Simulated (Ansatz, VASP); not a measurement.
# GaAs: VASP beside Ansatz

Contents of INCAR:

```
ALGO = Normal ; EDIFF = 1E-6
ENCUT = 520 ; GGA = PE
ISIF = 2 ; ISMEAR = 0
LASPH = True ; LCHARG = False
LREAL = False ; LWAVE = False
NBANDS = 16 ; NELM = 80
PREC = Accurate ; SIGMA = 0.05
```

KPOINTS

```
k-points
0
Gamma
  8 8 8
```

Contents of POSCAR:

```
GaAs
1.0
    0.0000000000      3.2633599460      2.1211839649
    3.2633599460      0.0000000000      2.1211839649
    3.2633599460      3.2633599460      0.0000000000
Ga As
1 1
Direct
    0.0000000000      0.0000000000      0.0000000000
    0.7500000000      0.7500000000      0.7500000000
```

Input for Ansatz:

```yaml
crystal:
  lattice:
    - [0.0, 3.263359946, 2.1211839649]
    - [3.263359946, 0.0, 2.1211839649]
    - [3.263359946, 3.263359946, 0.0]
  atoms:
    - { symbol: Ga, position: [0.0, 0.0, 0.0] }
    - { symbol: As, position: [0.75, 0.75, 0.75] }
basis:
  ecutwfc: 420
kpoints:
  mp_grid: { grid: [8, 8, 8] }
hamiltonian:
  xc: pbe
scf:
  occupations: { method: gaussian, width: 0.05 }
output:
  forces: true
  stress: true
  eigenvalues: true
```

Alike in both runs: task single point; functional PBE; k mesh 8 × 8 × 8; occupations gaussian, width 0.05 eV; no spin polarisation.

```csv
,VASP,Ansatz
version,VASP 6.6.1,Ansatz 0.2.0
potentials or method,"VASP PAW PBE potentials, release 64 (Ga_d, As)","scalar-relativistic, plane waves, PAW"
plane-wave cutoff (eV),520,420
valence electrons in the cell,18,28
```

VASP gave:

```
gap on the k mesh at the Fermi level (eV)       : none
pressure (GPa)                                  : -0.5
largest component of the traceless stress (GPa) : 4.54
```

Q: What did Ansatz give for the same quantities?

A: gap on the k mesh at the Fermi level (eV): none; pressure (GPa): -0.7; largest component of the traceless stress (GPa): 4.64.

A gap of «none» marks a metal or a gap that the smearing closes. The functional is the same, so the differences come from potentials, cutoffs and numerics. The two sets of potentials don't hold the same shells in valence.
